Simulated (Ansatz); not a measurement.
A series in volume per atom on C

All results are calculated (Ansatz 0.2.0). Periodic Kohn-Sham DFT of a crystal at fixed atoms; pressure and stress are positive in compression; the energy is the free energy less that of spherical unpolarised free atoms; site moments are those in the method's own spheres, positive along +z.

Cell of the first row (space group R-3m, No. 166):
```
CELL_PARAMETERS angstrom
1.20300 0.69450 3.27870
-1.20300 0.69450 3.27870
0.00000 -1.38910 3.27870
ATOMIC_POSITIONS crystal
C 0.16400 0.16400 0.16400
C 0.83600 0.83600 0.83600
```

Settings of every row: method all-electron PAW; functional PBEsol; relativity scalar; k mesh 17x17x17; filling fermi-dirac; smearing width 0.03 eV; nucleus gaussian.

Atom start moment: 0 on all atoms.

Limits: a layered crystal: even scaling strains the bonds within the layers, so this curve is stiffer than the crystal under pressure; small gap, it may come from the mesh.

```csv
row,volume per atom (Å³),pressure (GPa)
1,8.218,20.813
2,8.393,13.638
3,8.568,7.092
4,8.655,4.036
5,8.742,?
6,8.83,-1.675
7,8.917,-4.341
8,9.092,-9.325
9,9.267,-13.876
```

Question: what pressure should row 5 give?

Worked fit of pressure. Take u = (V_r/V)^(2/3) − 1 with V_r = 8.7425 Å³ an atom, which is twice the finite (Eulerian) strain; such expansions in the strain, on which the Birch-Murnaghan equation of state is built, carry the rest volume and the bulk modulus. The shown rows have u = 0.04211, 0.02757, 0.01353, 0.00673, -0.00662, -0.01309, -0.02579, -0.0381. Least squares give pressure = 1.1161 + 428.748 × u + 925.64 × u² GPa; a straight line predicts inner rows, each left out in turn, worse (root mean square 0.47 against 0.0066 GPa). The rows lie off it by 0.001, -0.002, 0.005, -0.007, 0.007, -0.003, 0.001, 0.000 (root mean square 0.0042 GPa). The pressure vanishes at u = -0.0026, or V = 8.777 Å³ an atom, and there the bulk modulus at fixed shape and fractions is B = −V dP/dV = (2/3)(1 + u) dP/du = 282 GPa. Letting shape and atoms relax would as a rule lower it, by much in layered, chain or molecular crystals. The withheld row has u = 4e-05, so the fit gives 1.1161 + 428.748 × (4e-05) + 925.64 × (4e-05)² = 1.133 GPa.

The calculation gave 1.115 GPa. The fit lies 0.018 GPa (1.6 % of the value, 0.052 % of the column's range) above it; its largest miss of a shown row is 0.007 GPa.
